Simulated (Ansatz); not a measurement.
The system is TaN.

```
Ta N
1.0
     0.00000    2.21132    2.21132
     2.21132    0.00000    2.21132
     2.21132    2.21132    0.00000
Ta N
1 1
Cartesian
  2.2113 2.2113 2.2113
  0.0000 0.0000 0.0000
```

The cell comes from a database or a generator and needn't be the stable form of this composition.

```yaml
Program: Ansatz 0.2.0
Task: single point
Functional: PBE
Potentials_or_basis: all-electron LAPW, scalar-relativistic
Cutoff: 355 eV (chosen from the basis error)
Basis_error_allowed: 0.001 eV/atom
k_mesh: 10 × 10 × 10
Occupations: fermi-dirac, width 0.05 eV
Spin: no spin polarisation
```

On this cell: pressure -1.2 GPa; largest force zero by symmetry; band gap on the k mesh none (metal or under the smearing width).

The same run follows on a disturbed copy (atoms moved at random, drawn with an rms of 0.05 Å):

```
Ta N
1.0
     0.00000    2.21132    2.21132
     2.21132    0.00000    2.21132
     2.21132    2.21132    0.00000
Ta N
1 1
Direct
  0.51353 0.48421 0.52898
  0.98710 0.98530 0.01570
```

**Question.** What changes?

**Answer.** The energy (extrapolated to zero smearing) moves by +20.3 meV/atom; pressure 0.6 GPa; largest force 0.809 eV/Å; band gap on the k mesh none (metal or under the smearing width).

Forces in eV/Å, atoms in the order of the input:
```
Ta  -0.201 -0.657 -0.427
N    0.201  0.657  0.427
```

Stress tensor (GPa, compression positive):
```
-0.55 -0.18 -0.07
-0.18  2.00 -0.31
-0.07 -0.31  0.36
```
